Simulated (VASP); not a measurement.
Wanted: the native input for a VASP 6.6.1 run.

- Task: density of states
- Functional: PBE
- Potentials or basis: VASP PAW PBE potentials, release 64 (Hg, S)
- Cutoff: 520 eV
- k mesh: 12 × 12 × 12
- Occupations: gaussian, width 0.1 eV
- Spin: no spin polarisation
- Dipole correction: no
- k mesh for the DOS: 18 × 18 × 18
- Occupations for the DOS: tetrahedron
- Further INCAR settings: ALGO = Fast; EDIFF = 1e-07

The system is HgS3.

```
Hg S
1.0
     0.00000    3.32568    3.32568
     3.32568    0.00000    3.32568
     3.32568    3.32568    0.00000
Hg S
1 3
Direct
  0.00000 0.00000 0.00000
  0.75000 0.75000 0.75000
  0.50000 0.50000 0.50000
  0.25000 0.25000 0.25000
```

The cell was built by a generator and needn't be a form met in nature.

One way to write it, as run:

POSCAR

```
HgS3
1.0
    0.0000000000      3.3256798493      3.3256798493
    3.3256798493      0.0000000000      3.3256798493
    3.3256798493      3.3256798493      0.0000000000
Hg S
1 3
Direct
    0.0000000000      0.0000000000      0.0000000000
    0.7500000000      0.7500000000      0.7500000000
    0.5000000000      0.5000000000      0.5000000000
    0.2500000000      0.2500000000      0.2500000000
```

INCAR.step1

```
PREC = Accurate ; ENCUT = 520
EDIFF = 1E-7 ; ISMEAR = 0
SIGMA = 0.1 ; LREAL = False
LASPH = True ; NELM = 60
ALGO = Fast ; ISIF = 2
LWAVE = False ; LCHARG = True
GGA = PE ; NBANDS = 23
```

KPOINTS.step1

```
regular mesh
0
Gamma
  12 12 12
```

INCAR.step2

```
PREC = Accurate ; ENCUT = 520
EDIFF = 1E-7 ; ISMEAR = -5
SIGMA = 0.1 ; LREAL = False
LASPH = True ; NELM = 60
ALGO = Fast ; ISIF = 2
LWAVE = False ; LCHARG = False
GGA = PE ; LORBIT = 11
NEDOS = 2001 ; ICHARG = 11
```

KPOINTS.step2

```
regular mesh
0
Gamma
  18 18 18
```

Potentials or basis: VASP PAW PBE potentials, release 64 (Hg, S).

Command:

```console
$ cat potpaw_PBE.64/Hg/POTCAR potpaw_PBE.64/S/POTCAR > POTCAR
$ cp INCAR.step1 INCAR
$ cp KPOINTS.step1 KPOINTS
$ mpirun -np 1 vasp_std > vasp.out
$ cp INCAR.step2 INCAR
$ cp KPOINTS.step2 KPOINTS
$ mpirun -np 1 vasp_std > vasp.out
```

It gave:

```yaml
Valence_electrons_inside_the_program's_atomic_spheres: Hg 10.36; S 3.53, 3.46
```

It took 2.2 min on 1 thread of Intel(R) Xeon(R) 6975P-C (Granite Rapids), with other jobs on the host, peak memory 0.37 GiB.
